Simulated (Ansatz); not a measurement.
Here is an Ansatz 0.2.0 calculation.

Contents of input.yaml:

```yaml
crystal:
  lattice:
    - [0.0, 2.82685, 2.82685]
    - [2.82685, 0.0, 2.82685]
    - [2.82685, 2.82685, 0.0]
  atoms:
    - { symbol: As, position: [0.75, 0.75, 0.75] }
    - { symbol: Ga, position: [0.0, 0.0, 0.0] }
kpoints:
  mp_grid: { grid: [8, 8, 8] }
scf:
  occupations: { method: gaussian, width: 0.022 }
hamiltonian:
  xc: pbe
  pseudopotentials: { kind: all_electron, lapw: { basis_error: 0.001 } }
output:
  forces: true
  stress: true
  eigenvalues: true
```

Potentials or basis: all-electron LAPW, scalar-relativistic.

The run is started by

```console
$ ansatz run input.yaml --threads 1 --pin off --max-ram 3072MiB --backend cpu --events-out ev --progress --plain --runs-dir out
```

**Question.** What does it give for the pressure?

**Answer.** 3.3 GPa.

**Question.** Estimate the band gap on the k mesh.

**Answer.** 0.52 eV, direct.

**The experiment to reproduce.**

“Evidence of valence band perturbations in GaAsN/GaAs(001): A combined variable-angle spectroscopic ellipsometry and modulated photoreflectance investigation”, 2008, arxiv:0805.2212 reports, for a bulk crystal of GaAs at 300 K: band gap 1.412 ± 0.01 eV (direct).

A measured gap of GaAs is 1.412 eV (direct; 300 K; “Evidence of valence band perturbations in GaAsN/GaAs(001): A combined variable-angle spectroscopic ellipsometry and modulated photoreflectance investigation”, 2008, arxiv:0805.2212); the calculated 0.52 eV misses it by -0.89 eV. 3 values of this kind are on record (1.412 to 1.51 eV); this one was drawn at random among those near their median, those with a stated uncertainty first. Spin-orbit coupling on As, Ga is left out. The value is that of PBE on a finite k mesh, which can miss the band edges, without temperature or zero-point motion. Semilocal functionals fall short of measured gaps as a rule.
